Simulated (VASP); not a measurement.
Input of a VASP 6.6.1 run:

The input INCAR:

```
PREC     = Accurate       # precision mode
ENCUT    = 520            # plane-wave cutoff, eV
EDIFF    = 1E-6           # SCF threshold, eV
ISMEAR   = -1             # smearing method
SIGMA    = 0.05           # smearing width, eV
LREAL    = F              # projectors in reciprocal space
LASPH    = T              # aspherical terms in the spheres
NELM     = 100            # most SCF steps
ALGO     = Normal         # electronic algorithm
ISIF     = 2              # what is computed and relaxed
LWAVE    = F              # write WAVECAR
LCHARG   = F              # write CHGCAR
LMAXMIX  = 4              # l up to which the mixer works
METAGGA  = TPSS           # meta-GGA
LMIXTAU  = T
```

Contents of KPOINTS:

```
regular mesh
0
Gamma
  10 10 10
```

Contents of POSCAR:

```
Au
1.0
    2.7484100000      0.0000000000      0.0000000000
    0.0000000000      2.7484100000      0.0000000000
    0.0000000000      0.0000000000      2.7484100000
Au
1
Direct
    0.5000000000      0.5000000000      0.5000000000
```

KPOINTS_OPT

```
path GXMGRX,MR
15
line-mode
reciprocal
 0.0000000000  0.0000000000  0.0000000000  G
 0.0000000000  0.5000000000  0.0000000000  X

 0.0000000000  0.5000000000  0.0000000000  X
 0.5000000000  0.5000000000  0.0000000000  M

 0.5000000000  0.5000000000  0.0000000000  M
 0.0000000000  0.0000000000  0.0000000000  G

 0.0000000000  0.0000000000  0.0000000000  G
 0.5000000000  0.5000000000  0.5000000000  R

 0.5000000000  0.5000000000  0.5000000000  R
 0.0000000000  0.5000000000  0.0000000000  X

 0.5000000000  0.5000000000  0.0000000000  M
 0.5000000000  0.5000000000  0.5000000000  R
```

Potentials or basis: VASP PAW PBE potentials, release 64 (Au).

The run is started by

```sh
$ cat potpaw_PBE.64/Au/POTCAR > POTCAR
$ mpirun -np 1 vasp_std > vasp.out
```

Predict the pressure.

-2.8 GPa.

What does it give for the band gap along the path?

None (metal or under the smearing width).

Levels at the corners of the path, in eV from the Fermi level:
```tsv
point	band 3	band 4	band 5	band 6	band 7	band 8
Γ	-5.62	-1.48	-1.48	-1.48	13.91	13.91
X	-2.92	-2.92	-1.35	-0.53	2.07	16.36
X	-2.92	-2.92	-1.35	-0.53	2.07	16.36
M	-2.66	-2.66	-0.31	3.88	3.88	6.50
M	-2.66	-2.66	-0.31	3.88	3.88	6.50
Γ	-5.62	-1.48	-1.48	-1.48	13.91	13.91
Γ	-5.62	-1.48	-1.48	-1.48	13.91	13.91
R	-4.95	-0.22	-0.22	8.59	8.59	8.59
R	-4.95	-0.22	-0.22	8.59	8.59	8.59
X	-2.92	-2.92	-1.35	-0.53	2.07	16.36
M	-2.66	-2.66	-0.31	3.88	3.88	6.50
R	-4.95	-0.22	-0.22	8.59	8.59	8.59
```

Caveat: the PAW data sets were made with another functional, which shifts forces and pressure a little; spin-orbit coupling is left out, which moves the levels of the heavy elements.
